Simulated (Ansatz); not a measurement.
## BeTe: tetragonal deformation path

The calculation used Ansatz, DFT LDA, scalar-relativistic, plane waves, PAW. The runs took a 420 eV cutoff, a Γ-centred 10×10×10 mesh and Gaussian smearing (0.05 eV). Spin–orbit coupling is left out, which matters for the heavy elements here. No spin polarisation. Energies are free energies at this smearing, counted from the undisturbed cell; pressure is positive in compression.

The undisturbed cell (as given, not relaxed at this level; it stands at 0.5 GPa):

```
Be Te
1.0
     0.00000    2.77000    2.77000
     2.77000    0.00000    2.77000
     2.77000    2.77000    0.00000
Be Te
1 1
Direct
  0.00000 0.00000 0.00000
  0.75000 0.75000 0.75000
```

At fixed volume and fractional coordinates, lengths along (0.000, 0.000, 1.000) are scaled against those across it; ρ is that ratio over its starting value.

```
    ρ  ΔE (meV/atom) pressure (GPa) gap on the mesh (eV)
0.707          211.0            -1.2                  0.00
0.780              ?            -0.3                     ?
0.850           59.2             0.2                  0.71
0.920           17.4             0.4                  1.15
1.000            0.0             0.5                  1.77
1.200              ?             0.5                     ?
1.300          253.8             0.8                  0.50
1.414          472.3             1.2                  0.00
```

Where the gap reads zero the k-mesh, chosen for the insulator, is on the coarse side.

(1) Give the withheld values.

Answers

(1) ΔE (meV/atom) at ρ = 0.780: 122.8; gap on the mesh (eV) at ρ = 0.780: 0.36; ΔE (meV/atom) at ρ = 1.200: 114.0; gap on the mesh (eV) at ρ = 1.200: 0.96.